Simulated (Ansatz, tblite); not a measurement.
## A script for LiBr (GFN1-xTB)

These are simulated results from tblite 0.8.0, not measurements. The cell was built from a prototype and was relaxed with r2SCAN in plane waves (Ansatz 0.2.0). Not every such cell is a known phase. All runs are without spin polarisation.

The symmetry is Fm-3m (No. 225, cubic); conventional cell a = 5.479 Å, 20.56 Å³ an atom. Around Li lie 6 Br at 2.74 Å; around Br lie 6 Li at 2.74 Å.

tblite solves periodic systems at the zone centre alone, so the script builds a cluster of 2×2×2 conventional cells (64 atoms), which folds in a coarse mesh of k points.

The script, run.py:

```python
import json
from ase import Atoms
from ase.build import make_supercell
from ase.units import Bohr, GPa, Hartree
from tblite.interface import Calculator

atoms = Atoms(['Li', 'Br'],
              cell=[[0.0, 2.73956504, 2.73956504], [2.73956504, 0.0, 2.73956504], [2.73956504, 2.73956504, 0.0]],
              scaled_positions=[[0.0, 0.0, 0.0], [0.5, 0.5, 0.5]],
              pbc=True)
cluster = make_supercell(atoms, [[-2, 2, 2], [2, -2, 2], [2, 2, -2]])
calc = Calculator('GFN1-xTB', cluster.numbers, cluster.positions / Bohr, lattice=cluster.cell[:] / Bohr, periodic=cluster.pbc)
calc.set('temperature', 0.02 / Hartree)
calc.set('max-iter', 150)
res = calc.singlepoint()
levels = res.get('orbital-energies') * Hartree
nv = round(res.get('orbital-occupations').sum() / 2)
cells = len(cluster) // len(atoms)
out = {'energy_per_cell': res.get('energy') * Hartree / cells, 'homo': levels[nv - 1], 'lumo': levels[nv],
       'stress': (-res.get('virial') * Hartree / cluster.get_volume() / GPa).tolist(), 'charges': res.get('charges')[:len(atoms)].tolist(), 'electrons': 2 * nv / cells}
json.dump(out, open('results.json', 'w'))
for key, value in out.items():
    print(key, value)
```

Command: `python run.py`. It took 3.7 s on 1 thread of Arm Neoverse V1, on a shared host, peak memory 0.12 GiB.

What it printed:

```
------------------------------------------------------------
  cycle        total energy    energy error   density error
------------------------------------------------------------
      1     -138.6048693373  -1.3834527E+02   5.2360228E-01
      2     -139.4258379191  -8.2096858E-01   3.2168528E-01
      3     -139.3586781470   6.7159772E-02   1.5657635E-01
      4     -139.6573051695  -2.9862702E-01   3.6766288E-03
      5     -139.6578343968  -5.2922734E-04   3.2382352E-04
      6     -139.6578349911  -5.9428419E-07   1.9955394E-04
      7     -139.6578365743  -1.5832042E-06   1.7949574E-06
      8     -139.6578365744  -1.1505108E-10   5.2640574E-08
------------------------------------------------------------

 total:                                   3.097 sec
energy_per_cell -118.75885319858814
homo -11.048686047444944
lumo -8.915258743815254
stress [[-0.10792627059295763, -2.889984663500906e-14, -3.0350732858735477e-14], [-2.8900591549592333e-14, -0.10792627059291982, -1.8116600269091116e-14], [-3.04138709018207e-14, -1.810106254869876e-14, -0.10792627059299276]]
charges [0.16148397266558778, -0.16148303287735682]
electrons 8.0
```

The cycle table is in hartree for the whole cluster, and the lines after it are in eV (the energy for one cell). The printed stress is in GPa and positive in compression, and the pressure is its mean diagonal.

GFN1-xTB gives a gap of 2.13 eV. On the same cell, plane-wave PBE (Ansatz, 8×8×8 k points and the special points) gives a gap of 4.99 eV and r2SCAN a gap of 5.88 eV; on shared hosts these took about 1.2 and 2.9 core-seconds on the 2-atom cell, against 3.7 for the script. Semilocal gaps usually lie below measured ones. xTB was fitted to molecules, so gaps, charges and pressures of solids can be far off, and the gap also depends on the size of the cluster.

The same script was run on cells scaled at fixed shape and fractional coordinates:

```tsv
volume (Å³/atom)	energy (meV/atom)	pressure (GPa, positive in compression)	gap (eV)
18.09	39.3	5.94	2.43
19.33	8.2	2.38	2.27
20.56	0.0	-0.11	2.13
21.79	8.0	-1.86	2.02
23.03	27.4	-3.11	1.92
```

A Birch-Murnaghan fit puts the minimum at 20.50 Å³/atom, 0.3 % below the given cell, with a bulk modulus of 35.2 GPa at fixed shape.

xTB was fitted mostly to molecules, and a small cluster samples few k points, so gaps, pressures and kinks along a curve can be far from a solid's.

The runs are scalar-relativistic, without spin-orbit coupling.
